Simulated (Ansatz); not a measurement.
Theory: Ansatz, DFT PBE, scalar-relativistic, plane waves, PAW. Settings: cutoff 420 eV, Γ-centred meshes spaced at most about 0.3 Å⁻¹, and about 0.25 Å⁻¹ or finer for metals (2π included), Gaussian smearing. Spin is collinear.

Temperature and zero-point effects are left out.

Two relaxed structures of CrO2:

A. (parallel moments up to 1.9 μB, small opposite ones on other atoms)

```yaml
crystal:
  lattice:
    - [0.00000, 2.35413, 2.35413]
    - [2.35413, 0.00000, 2.35413]
    - [2.35413, 2.35413, 0.00000]
  atoms:
    - { symbol: Cr, position: [0.00000, 0.00000, 0.00000] }
    - { symbol: O, position: [0.25000, 0.25000, 0.25000] }
    - { symbol: O, position: [0.75000, 0.75000, 0.75000] }
```

B. (parallel moments up to 1.7 μB)

```yaml
crystal:
  lattice:
    - [4.44489, 0.00000, 0.00000]
    - [0.00000, 4.44489, 0.00000]
    - [0.00000, 0.00000, 2.92077]
  atoms:
    - { symbol: Cr, position: [0.50000, 0.50000, 0.50000] }
    - { symbol: Cr, position: [0.00000, 0.00000, 0.00000] }
    - { symbol: O, position: [0.80362, 0.19638, 0.50000] }
    - { symbol: O, position: [0.19638, 0.80362, 0.50000] }
    - { symbol: O, position: [0.69638, 0.69638, 0.00000] }
    - { symbol: O, position: [0.30362, 0.30362, 0.00000] }
```

Question: Which is lower in energy, and by how much?

Answer: B is lower, by 282 meV/atom. A has the fluorite type, space group Fm-3m (No. 225), 8.7 Å³/atom and a gap of 0.55 eV on its mesh; B has the rutile type, space group P4_2/mnm (No. 136), 9.6 Å³/atom and no gap. Counting O atoms around Cr (those within 1.25 times the shortest such distance or 1.15 times the sum of covalent radii), A has Cr 8 and B has Cr 6. The lower one is the more open, so pressure narrows the difference. Origin: A, invented, matching a Materials Project cell; B, reached from a cell as deposited in COD, among other starts.

Kohn–Sham gaps at this level usually fall short of measured ones. In such compounds of Cr a zero gap at this level may well be an artefact, since no Hubbard U is applied. Another magnetic order may lie lower. Cells relaxed within their symmetry can be saddle points.
